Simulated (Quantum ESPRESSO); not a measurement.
## SnSe2 under changes of volume

One of the cells (25.726 Å³/atom); the others are scaled copies at fixed shape and fractional positions:

```xyz
3
Lattice="3.8110 0.0000 0.0000 -1.9055 3.3004 0.0000 0.0000 0.0000 6.1360" Properties=species:S:1:pos:R:3 pbc="T T T"
Sn    0.0000    0.0000    0.0000
Se    1.9055    1.1001    4.6081
Se    0.0000    2.2003    1.5279
```

```yaml
Program: Quantum ESPRESSO 7.5
Functional: LDA
Potentials_or_basis: PseudoDojo 0.4.1 SR LDA standard
Cutoff: 1170 eV
Density_cutoff: 4680 eV
k_mesh: 8 × 8 × 5
Occupations: fermi-dirac, width 0.05 eV
Spin: no spin polarisation
```

```csv
volume (Å³/atom),energy over the lowest point (meV/atom),pressure (GPa),gap on the mesh (eV),largest force (eV/Å)
24.182,33.24,6.1,0.72,1.151
24.697,?,?,?,?
25.212,6.03,2.5,0.68,0.696
25.726,0.66,0.9,0.65,0.495
26.241,0.00,-0.5,0.63,0.309
26.755,3.55,-1.7,0.60,0.138
27.270,10.86,-2.8,0.57,0.019
```

Problem. What does the run at 24.697 Å³/atom give?

Solution. Energy over the lowest point 16.68 meV/atom; pressure 4.2 GPa; gap on the mesh 0.70 eV; largest force 0.914 eV/Å.

Worked out: A Birch-Murnaghan fit of order 3 (a polynomial in V^(-2/3)) to the other rows has its minimum at 26.06 Å³/atom with B0 = V·E''(V) = 69 GPa and B' = 4.7 at fixed shape and positions, which overstates the stiffness. It gives 16.68 meV/atom at 24.697 Å³/atom, against the run's 16.68, and -dE/dV = 4.2 GPa, against 4.2. A straight line through the other rows of the gap, of slope -1.25 eV per unit of ln V, gives 0.70 eV, against the run's 0.70.

Energies are extrapolated to zero smearing.

Caveats: spin-orbit coupling is left out, which moves the levels of the heavy elements; an odd mesh through Γ misses points on the zone boundary, where band edges often lie; forces of over 1 eV/Å show positions far from the minimum, so gaps and moduli don't describe the material at rest (some runs).
